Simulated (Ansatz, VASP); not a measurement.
# InSb in VASP and in Ansatz

Contents of INCAR:

```
PREC = Accurate
ENCUT = 520
EDIFF = 1E-6
ISMEAR = -1
SIGMA = 0.1
LREAL = F
LASPH = T
NELM = 60
ALGO = Normal
ISIF = 2
LWAVE = F
LCHARG = F
GGA = CA
NBANDS = 16
```

The input KPOINTS:

```
regular mesh
0
Gamma
  11 11 11
```

POSCAR

```
InSb
1.0
    0.0000000000      3.0904117656      3.0904117656
    3.0904117656      0.0000000000      3.0904117656
    3.0904117656      3.0904117656      0.0000000000
In Sb
1 1
Direct
    0.0000000000      0.0000000000      0.0000000000
    0.2500000000      0.2500000000      0.2500000000
```

Input for Ansatz:

```yaml
crystal:
  lattice:
    - [0.0, 3.0904117656, 3.0904117656]
    - [3.0904117656, 0.0, 3.0904117656]
    - [3.0904117656, 3.0904117656, 0.0]
  atoms:
    - { symbol: In, position: [0.0, 0.0, 0.0] }
    - { symbol: Sb, position: [0.25, 0.25, 0.25] }
kpoints:
  mp_grid: { grid: [11, 11, 11] }
scf:
  occupations: { method: fermi_dirac, width: 0.1 }
hamiltonian:
  xc: lda
  pseudopotentials: { kind: paw }
output:
  forces: true
  stress: true
  eigenvalues: true
  populations: true
```

Change from the starting cell: volume scaled by 0.88, PAW files.

Alike in both runs: task single point; functional LDA; k mesh 11 × 11 × 11; occupations fermi-dirac, width 0.1 eV; no spin polarisation.

|  | VASP | Ansatz |
| --- | --- | --- |
| version | VASP 6.6.1 | Ansatz 0.2.0 |
| potentials or method | VASP PAW LDA potentials, release 64 (In_d, Sb) | PAW with Ansatz's default frozen-core files, scalar-relativistic |
| plane-wave cutoff (eV) | 520 | 420 |
| valence electrons in the cell | 18 | 28 |

|  | VASP | Ansatz | Ansatz less VASP |
| --- | --- | --- | --- |
| pressure (GPa) | 8.3 | 8.1 | -0.18 |

The two sets of potentials don't hold the same shells in valence.

Caveats: spin-orbit coupling is left out, which moves the levels of the heavy elements; an odd mesh through Γ misses points on the zone boundary, where band edges often lie.
